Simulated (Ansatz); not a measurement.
## Charge transition levels of the H interstitial in GaN, term by term

All numbers below come from DFT PBE, scalar-relativistic, plane waves, PAW in Ansatz 0.2.0. (420 eV cutoff, 2×2×2 k-mesh, shifted by half a step, Gaussian smearing of 0.01 eV, collinear spin in charge 0 alone)

Host crystal, relaxed:

```
Ga N
1.0
     3.21837    0.00000    0.00000
    -1.60919    2.78719    0.00000
     0.00000    0.00000    5.24317
Ga N
2 2
Direct
  0.66667 0.33333 0.49913
  0.33333 0.66667 0.99913
  0.66667 0.33333 0.87587
  0.33333 0.66667 0.37587
```

The H interstitial was set at (0.000, 0.000, 0.208) of the host cell, in a supercell of 36 sites (423 Å³), relaxed at fixed cell in each charge q, from a start with the atoms near it displaced at random. In charge +1 some atom moved by up to 0.9 Å, so the relaxed defect can differ in kind from the start: near the site, 3 N at 2.06 Å, 3 Ga at 2.16 Å, 3 Ga at 2.40 Å became 1 N at 1.04 Å (charge +1). The host's Kohn–Sham gap is 1.71 eV and its static dielectric constant 10.9 (mean). For each charge: the supercell's free energy over the neutral one with q electrons exchanged at the valence band top, F(q) − F(0) + qE_v; the image-charge term; and the term that aligns the potential far from the defect with the host's.

| q | F(q) − F(0) + qE_v (eV) | image charge (eV) | alignment (eV) |
| --- | --- | --- | --- |
| +1 | -2.918 | 0.251 | 0.026 |
| 0 | 0.000 | 0.000 | 0.000 |
| -1 | 1.131 | 0.251 | -0.091 |

Task: Add the terms and find the levels between neighbouring charges, ε(q/q′) = [A(q′) − A(q)]/(q − q′), with and without the two corrections.

Result: A(q): -2.640 eV for +1, 0.000 eV for 0, 1.291 eV for -1.
```tsv
level	corrected (eV over E_v)	uncorrected (eV)
(+1/0)	2.64	2.92
(0/-1)	1.29	1.13
```

As a check, a point charge in a simple cubic cell of this volume has q²αe²/(2εL) = 0.250 q² eV (e² = 14.40 eV Å, α = 2.837, L = 7.51 Å); the shape of the real cell and the anisotropy of ε can change it somewhat. The term grows as q², so it pushes donor levels down and acceptor levels up. The program doubts the alignment for q = +1, so levels beside it are uncertain by about that term.

Task: Which of these charges is lowest with the Fermi level at the valence band top, at mid-gap and at the conduction band bottom?

Result: The line A(q) + qE_F that lies lowest gives the charge: +1 at E_F = 0.00 eV, +1 at E_F = 0.86 eV, +1 at E_F = 1.71 eV. The level (+1/0) lies above (0/-1), so charge 0 is never the lowest: a negative-U pattern, with a direct (+1/-1) level at 1.97 eV, outside this gap. (+1/0) falls outside this Kohn–Sham gap, so the change of charge isn't reached within it; the real gap is usually wider and may hold a localised level, while a level that comes from a carrier in the host's bands only marks the band edge and moves with it. Charges beyond those computed could lie lower near the band edges.

Task: The neutral defect forms at 2.82 eV with atoms taken from and returned to the elements. What are the formation energies at those three Fermi levels, and what share of sites would hold the defect at 1200 K with E_F at mid-gap, if the host still stood at that temperature?

Result: E_f = E_f(0) + A(q) + qE_F = 0.18, 1.03, 1.89 eV. In the dilute limit the share is exp(−E_f/k_BT) = exp(−1.034/0.1034) = 4.5×10⁻⁵, leaving out degeneracy and vibrational entropy. This is the H-rich limit; a poorer supply of H, or a competing compound of it, raises E_f. The small cell and the narrow Kohn–Sham gap leave errors of tenths of an eV or more, which change the share by orders of magnitude.